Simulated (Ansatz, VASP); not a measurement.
## One calculation of ZnSe (Stilleite), two programs

The input INCAR:

```
SYSTEM = ZnSe
PREC = Accurate ; ENCUT = 520
EDIFF = 1E-7 ; ISMEAR = -1
SIGMA = 0.05 ; LREAL = .FALSE.
LASPH = .TRUE. ; NELM = 100
ALGO = Normal ; ISIF = 2
LWAVE = .FALSE. ; LCHARG = .TRUE.
GGA = B5 ; ALDAX = 1.0
AGGAX = 1.0 ; AGGAC = 1.0
ALDAC = 0.0 ; IVDW = 12
VDW_S6 = 1.0 ; VDW_S8 = 2.6996
VDW_A1 = 0.4298 ; VDW_A2 = 4.2359
LELF = .TRUE. ; LVHAR = .TRUE.
NBANDS = 16
```

The input KPOINTS:

```
Automatic mesh
0
G
  8 8 8
  0 0 0
```

POSCAR

```
ZnSe
1.0
    0.0000000000      2.8338000000      2.8338000000
    2.8338000000      0.0000000000      2.8338000000
    2.8338000000      2.8338000000      0.0000000000
Se Zn
1 1
Direct
    0.7500000000      0.7500000000      0.7500000000
    0.0000000000      0.0000000000      0.0000000000
```

The input input.yaml:

```yaml
crystal:
  lattice:
    - [0.0, 2.8338, 2.8338]
    - [2.8338, 0.0, 2.8338]
    - [2.8338, 2.8338, 0.0]
  atoms:
    - { symbol: Se, position: [0.75, 0.75, 0.75] }
    - { symbol: Zn, position: [0.0, 0.0, 0.0] }
hamiltonian:
  xc: blyp
  pseudopotentials: { kind: paw }
  dispersion: d3bj
kpoints:
  mp_grid: { grid: [8, 8, 8] }
scf:
  occupations: { method: fermi_dirac, width: 0.05 }
output:
  forces: true
  stress: true
  eigenvalues: true
```

Alike in both runs: task single point; functional BLYP; dispersion D3(BJ); k mesh 8 × 8 × 8; occupations fermi-dirac, width 0.05 eV; no spin polarisation.

|  | VASP | Ansatz |
| --- | --- | --- |
| version | VASP 6.6.1 | Ansatz 0.2.0 |
| potentials or method | VASP PAW PBE potentials, release 64 (Se, Zn) | Ansatz PAW |
| plane-wave cutoff (eV) | 520 | 420 |
| valence electrons in the cell | 18 | 28 |

Ansatz gave:

* gap on the k mesh at the Fermi level (eV): 1.23
* least direct gap on the mesh (eV): 1.23
* pressure (GPa): -0.4
* dispersion energy (meV/atom): -716.3

What did VASP give for the same quantities?

gap on the k mesh at the Fermi level (eV): 1.27; least direct gap on the mesh (eV): 1.27; pressure (GPa): 0.0; dispersion energy (meV/atom): -716.2.

The two sets of potentials don't hold the same shells in valence.

Caveats: the PAW data sets were made with another functional, which shifts forces and pressure a little (VASP); the PAW data sets come from PBE, with cores solved anew for the run's functional, which leaves a small shift of forces and pressure (Ansatz). As with any semilocal functional, this BLYP gap is likely too small.
